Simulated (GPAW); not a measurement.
Sb: single point with WC

The system is Sb, a slab with vacuum.

```xyz
7
Lattice="3.3690 0.0000 0.0000 -1.6845 2.9176 0.0000 0.0000 0.0000 30.9900" Properties=species:S:1:pos:R:3 pbc="T T T"
Sb    1.6845    0.9725    7.5000
Sb    0.0000    1.9451   10.1650
Sb    1.6845    0.9725   12.8300
Sb    0.0000    1.9451   15.4950
Sb    1.6845    0.9725   18.1600
Sb    0.0000    1.9451   20.8250
Sb    1.6845    0.9725   23.4900
```

The slab is cut from a database's or a generator's crystal, which needn't be the stable form of the element.

The cell isn't the ideal one: the (0 0 1) slab of Sb, cut from the database cell, not relaxed.

```
Program             : GPAW 26.7.0
Task                : single point
Functional          : WC
Potentials or basis : PAW data sets generated in the run's folder for this functional
Cutoff              : 450 eV
Basis               : pw
k mesh              : 9 × 9 × 1
Occupations         : fermi-dirac, width 0.05 eV
Spin                : no spin polarisation
```

```
Largest force                   : 0.360 eV/Å
Band gap on the k mesh          : none (metal or under the smearing width)
Dipole across the slab          : 0.00 e·Å
Work function of the upper face : 4.22 eV
Work function of the lower face : 4.22 eV
```

Forces in eV/Å, atoms in the order of the input:
```
Sb   0.000  0.000  0.353
Sb   0.000  0.000 -0.360
Sb   0.000  0.000  0.102
Sb   0.000  0.000  0.000
Sb   0.000  0.000 -0.102
Sb   0.000  0.000  0.360
Sb   0.000  0.000 -0.353
```

Levels at points of the mesh, in eV from the Fermi level:
| k point | band 49 | band 50 | band 51 | band 52 | band 53 | band 54 | band 55 | band 56 |
| --- | --- | --- | --- | --- | --- | --- | --- | --- |
| (0.00, 0.00, 0.00) | 3.37 | 3.37 | 3.60 | 3.60 | 3.88 | 3.94 | 3.94 | 4.02 |

It took 74 s on 1 thread of AMD EPYC 9R45 96-Core Processor (Zen 5), on a shared host, peak memory 0.34 GiB.

The run has no spin-orbit coupling, so splittings on Sb are missing.
